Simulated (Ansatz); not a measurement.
## BAs: excitons and shallow donors from band masses and screening

Level of theory: Ansatz, DFT PBE, scalar-relativistic, plane waves, PAW.

Plane waves to 420 eV, a k mesh through Γ of 10×10×10 on the computed 2-atom cell and Gaussian smearing (0.02 eV); no spin polarisation.

Relaxed cell: F-43m, a = 4.809 Å, b = 4.809 Å, c = 4.809 Å, α = 90.00°, β = 90.00°, γ = 90.00°, 2 atoms in the primitive cell.

The calculation gives a Kohn–Sham gap of 1.20 eV, an electron mass of 0.295 mₑ and a hole mass of 0.229 mₑ (harmonic means over x, y, z and over the bands degenerate at each edge), and ε∞ = 10.19 (independent particles, mean of the diagonal). The masses depend on direction at the band edges, which the isotropic model averages.

Estimate the binding energy and radius of a Wannier–Mott exciton and of a shallow donor, and say whether the hydrogenic model can hold.

The reduced mass is μ = mₙmₕ/(mₙ + mₕ) = 0.129 mₑ, with mₙ and mₕ the band masses. With E_b = 13.606 eV × μ/ε² and a = 0.529 Å × ε/μ (μ in mₑ) the exciton has E_b = 16.9 meV and a = 42 Å. For a donor μ is the electron mass: 39 meV and 18.3 Å. The exciton's radius is 12 times the shortest lattice vector (3.40 Å), so the continuum picture is reasonable. In a polar crystal the ions screen too, so a state bound more weakly than an optical phonon feels the larger static constant, which lowers the energy and widens the orbit. The other way, the small Kohn–Sham gap and the missing local fields make ε∞ too large and the masses tend to be too light, which underbinds. The edges lie at different points of the zone, so the exciton is indirect.